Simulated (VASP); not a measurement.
# A point defect in a supercell of LaAl2Ag3, part 4 of 4

How easily does a point defect form in LaAl2Ag3? The host is relaxed first, then a supercell is run with and without the defect. The start is a cell from a database of measured crystal structures.

VASP 6.6.1, plane waves and PAW; the level of theory is named at each step.

So far. Step 5 (Reference Al): The run ended after 2 ionic steps, 0.002 eV below its first step, once forces and stress met EDIFFG = -0.02. Step 5 (Reference Al): Energy at zero smearing: -4.09911 eV.

## Step 6: Relaxing the defect

This step: PBEsol; plane waves and PAW (La, Ag, C, Al) (VASP 6.6.1).

System of this step: La4Al7Ag12C. The cell holds 24 atoms: 4 La, 12 Ag, 1 C and 7 Al. Its edges and angles: a = 10.681 Å, b = 10.681 Å, c = 7.065 Å, α = 103.7°, β = 103.7°, γ = 133.4°. It derives from LaAl2Ag3. Nearest the centre at fractional (0.167, 0.333, 0.500): C17 at 0.00 Å, Ag14 at 2.67 Å, Ag7 at 2.67 Å, Ag10 at 2.67 Å, Ag13 at 2.67 Å, Ag8 at 2.67 Å, Ag9 at 2.67 Å, Al21 at 3.27 Å.

The host is treated as a metal, since its gap is under 0.3 eV or closed. The run keeps 4 symmetry operations, which cuts the number of k-points but bars distortions that break them. The atoms relax at the host's fixed cell.

INCAR

```
SYSTEM = La4Al7Ag12C
PREC = Normal
ENCUT = 400
EDIFF = 1E-05
NELM = 120
ISMEAR = 1
SIGMA = 0.2
LREAL = Auto
ALGO = Fast
GGA = PS
NBANDS = 124
LORBIT = 11
LWAVE = .FALSE.
LCHARG = .TRUE.
KPAR = 4
IBRION = 2
NSW = 50
ISIF = 2
EDIFFG = -0.03
POTIM = 0.4
MAXMIX = 40
ISYM = 2
```

POSCAR

```
La4Al7Ag12C
1.0
   -8.4964639809      4.9054357665      4.2220769323
    8.4964639809     -4.9054357665      4.2220769323
    2.8321546603      4.9054357665     -4.2220769323
La Ag C Al
4 12 1 7
Direct
    0.0000000000      0.0000000000      0.0000000000
    0.5000000000      0.5000000000      0.0000000000
    0.5000000000      0.0000000000      0.5000000000
    0.0000000000      0.5000000000      0.5000000000
    0.5000000000      0.2500000000      0.2500000000
    0.0000000000      0.7500000000      0.2500000000
    0.0000000000      0.2500000000      0.7500000000
    0.5000000000      0.7500000000      0.7500000000
    0.5000000000      0.5000000000      0.5000000000
    0.0000000000      0.0000000000      0.5000000000
    0.0000000000      0.5000000000      0.0000000000
    0.5000000000      0.0000000000      0.0000000000
    0.2500000000      0.5000000000      0.2500000000
    0.7500000000      0.0000000000      0.2500000000
    0.7500000000      0.5000000000      0.7500000000
    0.2500000000      0.0000000000      0.7500000000
    0.1666666700      0.3333333300      0.5000000000
    0.6666666700      0.8333333300      0.5000000000
    0.6666666700      0.3333333300      0.0000000000
    0.1666666700      0.8333333300      0.0000000000
    0.3333333300      0.1666666700      0.5000000000
    0.8333333300      0.6666666700      0.5000000000
    0.8333333300      0.1666666700      0.0000000000
    0.3333333300      0.6666666700      0.0000000000
```

KPOINTS

```
Automatic mesh
0
Gamma
4 4 4
0 0 0
```

PAW data sets: La, Ag, C and Al (PBE family, release 64).

Started as:

```console
$ mpirun -np 4 vasp_std
```

Output:

```text
[banner, memory and clock lines left out]
running    4 mpi-ranks, on    1 nodes
[...]
[... a notice as in an earlier step ...]

 LDA part: xc-table for (Slater+PW92), standard interpolation
 POSCAR, INCAR and KPOINTS ok, starting setup
[...]
entering main loop
       N       E                     dE             d eps       ncg     rms          rms(c)
DAV:   1     0.199040229841E+04    0.19904E+04   -0.64086E+04  4584   0.172E+03
DAV:   2     0.386775769868E+03   -0.16036E+04   -0.14622E+04  4816   0.435E+02
DAV:   3     0.121406163404E+02   -0.37464E+03   -0.33387E+03  4656   0.189E+02
DAV:   4    -0.901730789432E+02   -0.10231E+03   -0.91613E+02  8012   0.830E+01
[...]
RMM:  17    -0.101446307455E+03   -0.11374E-01   -0.10885E-01  8080   0.333E-01    0.103E-01
RMM:  18    -0.101454119964E+03   -0.78125E-02   -0.74360E-02  8102   0.283E-01    0.134E-01
RMM:  19    -0.101460426207E+03   -0.63062E-02   -0.59360E-02  8123   0.246E-01    0.135E-01
WARNING in EDDRMM: call to ZHEGV failed, returncode =   6  3     48
RMM:  20    -0.101464796763E+03   -0.43706E-02   -0.41535E-02  7970   0.211E-01    0.156E-01
WARNING in EDDRMM: call to ZHEGV failed, returncode =   6  3     35
RMM:  21    -0.101468112533E+03   -0.33158E-02   -0.32800E-02  8096   0.196E-01    0.118E-01
RMM:  22    -0.101470442189E+03   -0.23297E-02   -0.24217E-02  8081   0.166E-01    0.122E-01
RMM:  23    -0.101472447999E+03   -0.20058E-02   -0.18528E-02  7798   0.142E-01    0.119E-01
RMM:  24    -0.101473925512E+03   -0.14775E-02   -0.14225E-02  7816   0.126E-01    0.118E-01
RMM:  25    -0.101475054987E+03   -0.11295E-02   -0.10969E-02  7637   0.112E-01    0.112E-01
RMM:  26    -0.101475927285E+03   -0.87230E-03   -0.84694E-03  7760   0.993E-02    0.111E-01
RMM:  27    -0.101476587315E+03   -0.66003E-03   -0.64977E-03  7288   0.861E-02    0.111E-01
WARNING in EDDRMM: call to ZHEGV failed, returncode =   8  4     26
RMM:  28    -0.101477100174E+03   -0.51286E-03   -0.50522E-03  7649   0.838E-02    0.838E-02
RMM:  29    -0.101477497494E+03   -0.39732E-03   -0.38678E-03  7501   0.767E-02    0.680E-02
RMM:  30    -0.101477772662E+03   -0.27517E-03   -0.27459E-03  7094   0.636E-02    0.642E-02
RMM:  31    -0.101477982843E+03   -0.21018E-03   -0.20895E-03  6819   0.572E-02    0.649E-02
WARNING in EDDRMM: call to ZHEGV failed, returncode =   8  4     38
RMM:  32    -0.101478152187E+03   -0.16934E-03   -0.17265E-03  6660   0.527E-02    0.585E-02
RMM:  33    -0.101478260065E+03   -0.10788E-03   -0.10287E-03  6347   0.476E-02    0.607E-02
RMM:  34    -0.101478338131E+03   -0.78066E-04   -0.79933E-04  6105   0.429E-02    0.620E-02
RMM:  35    -0.101478401631E+03   -0.63500E-04   -0.62479E-04  5818   0.412E-02    0.602E-02
RMM:  36    -0.101478453801E+03   -0.52170E-04   -0.50256E-04  5682   0.385E-02    0.566E-02
[...]
RMM:   2    -0.101493002324E+03   -0.25618E-01   -0.10697E+00  5826   0.602E+00    0.358E+00
RMM:   4    -0.101587180815E+03   -0.71798E-02   -0.60566E-02  6699   0.664E-01    0.169E+00
RMM:   5    -0.101585648716E+03    0.15321E-02   -0.11755E-02  6919   0.262E-01    0.148E+00
[...]
RMM:  41    -0.101576973846E+03   -0.43714E-04   -0.59878E-04  6321   0.549E-02    0.257E-02
RMM:  42    -0.101577011470E+03   -0.37625E-04   -0.38763E-04  5327   0.434E-02    0.153E-02
RMM:  43    -0.101577049329E+03   -0.37859E-04   -0.36612E-04  4771   0.399E-02    0.997E-03
WARNING in EDDRMM: call to ZHEGV failed, returncode =   6  3     37
RMM:  44    -0.101577073218E+03   -0.23889E-04   -0.26179E-04  4751   0.349E-02    0.567E-03
RMM:  45    -0.101577091311E+03   -0.18092E-04   -0.19200E-04  4433   0.306E-02    0.524E-03
WARNING in EDDRMM: call to ZHEGV failed, returncode =   6  3     27
RMM:  46    -0.101577105827E+03   -0.14516E-04   -0.15488E-04  4150   0.270E-02    0.343E-03
RMM:  47    -0.101577114569E+03   -0.87420E-05   -0.99737E-05  4042   0.272E-02
   2 F= -.10157711E+03 E0= -.10157543E+03  d E =-.984544E-01
[...]
trial-energy change:   -0.098454  1 .order   -0.098523   -0.107515   -0.089531
 step:   4.0000(harm=  5.9783)  dis= 0.10326  next Energy=  -101.800039 (dE=-0.321E+00)
[...]
N       E                     dE             d eps       ncg     rms          rms(c)
DAV:   1    -0.100916976156E+03    0.66013E+00   -0.12711E+02  5116   0.303E+01    0.203E+00
RMM:   2    -0.101569855739E+03   -0.65288E+00   -0.74888E+00  5764   0.153E+01    0.271E+00
RMM:   3    -0.101692416630E+03   -0.12256E+00   -0.21823E+00  6500   0.514E+00    0.235E+00
RMM:   4    -0.101763820049E+03   -0.71403E-01   -0.31930E-01  6730   0.161E+00    0.818E-01
[...]
RMM:   9    -0.101761130456E+03   -0.43714E-03   -0.33056E-03  7281   0.129E-01    0.723E-02
RMM:  10    -0.101761254862E+03   -0.12441E-03   -0.19691E-03  6752   0.100E-01    0.580E-02
RMM:  11    -0.101761337984E+03   -0.83123E-04   -0.10156E-03  6211   0.660E-02    0.432E-02
 hard stop encountered!  aborting job ...
|                                                                             |
|           W    W    AA    RRRRR   N    N  II  N    N   GGGG   !!!           |
|           W    W   A  A   R    R  NN   N  II  NN   N  G    G  !!!           |
|           W    W  A    A  R    R  N N  N  II  N N  N  G       !!!           |
|           W WW W  AAAAAA  RRRRR   N  N N  II  N  N N  G  GGG   !            |
|           WW  WW  A    A  R   R   N   NN  II  N   NN  G    G                |
|           W    W  A    A  R    R  N    N  II  N    N   GGGG   !!!           |
|                                                                             |
|     The electronic self-consistency was not achieved in the given           |
|     number of steps (NELM). The forces and other quantities evaluated       |
|     might not be reliable so examine the results carefully. If you find     |
|     spurious results, we suggest increasing NELM, if you were close to      |
|     convergence or switching to a different ALGO or adjusting the           |
|     density mixing parameters otherwise.                                    |
|                                                                             |

 soft stop encountered!  aborting job ...
   3 F= -.10176134E+03 E0= -.10175842E+03  d E =-.874690E-02
 deleting file STOPCAR
```

Run time: 51 min. Hardware: 4 MPI ranks of Intel Xeon Platinum 8488C (Sapphire Rapids), shared host; peak memory 2.7 GiB.

The run was stopped at its time limit, so it gives no result of its own.

## Step 7: What came out

```
result : none
```

What this shows: The session ends without its result: «relax the defect» met its time limit.

[Lines on the potential files, build, host, timing and source positions are cut from VASP's logs without a mark.]

[Logs are printed without paths, hosts, clocks, repeated set-up lines and the standing remarks that a program may print on its own settings, such as how far it seeks lower states.]

[Hosts, paths, dates, database ids (printed as entryN), source tags and the programs' standing remarks are cut or masked in the printed files.]

[In band tables of VASP the shares of atoms and orbitals are scaled to a sum of 1 inside the atoms' spheres.]

[Runs that stopped without an error message from VASP are left out.]
